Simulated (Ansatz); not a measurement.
Rows from a G0W0 calculation on BiOCl (P4/nmm) (Ansatz 0.2.0; G0W0 on LDA, plane waves, PAW; 4×4×2 mesh, 878 empty bands, screening to 230 eV), in eV. Spin-orbit coupling is left out.

```
row      Σx     Σc     Vxc     Z
  A  -22.85   2.58  -19.65  0.75
  B   -9.93  -3.77  -14.22  0.81
  C  -21.10   2.57  -17.56  0.75
  D   -9.54  -4.10  -14.21  0.81
  E  -11.60  -3.89  -16.10  0.79
  F  -11.12  -4.13  -15.87  0.79
```

Which rows are filled states and which are empty ones, and how can one tell?

Filled: A and C. Empty: B, D, E and F. The sign of Σc tells: for a filled state bare exchange, which holds its interaction with itself, lies below Vxc (Σx − Vxc is -3.2 eV or lower here) and screening gives part back as a positive Σc. For an empty state Σx lies above Vxc (+4.3 eV or more) and the Coulomb hole leaves Σc negative.

[Paths, hosts, dates, memory and timing lines, banners, echoed tables and standing remarks are left out of the program output.]

[Logs are printed without paths, hosts, clocks, repeated set-up lines and the standing remarks that a program may print on its own settings, such as how far it seeks lower states.]

[Runs of the session that timed out or met a known fault of the program may be left out.]

[Cells called generated may have been cut or substituted from an entry of the Crystallography Open Database or the Materials Project.]

[Hosts, paths, dates, database ids (printed as entryN), source tags and the programs' standing remarks are cut or masked in the printed files.]
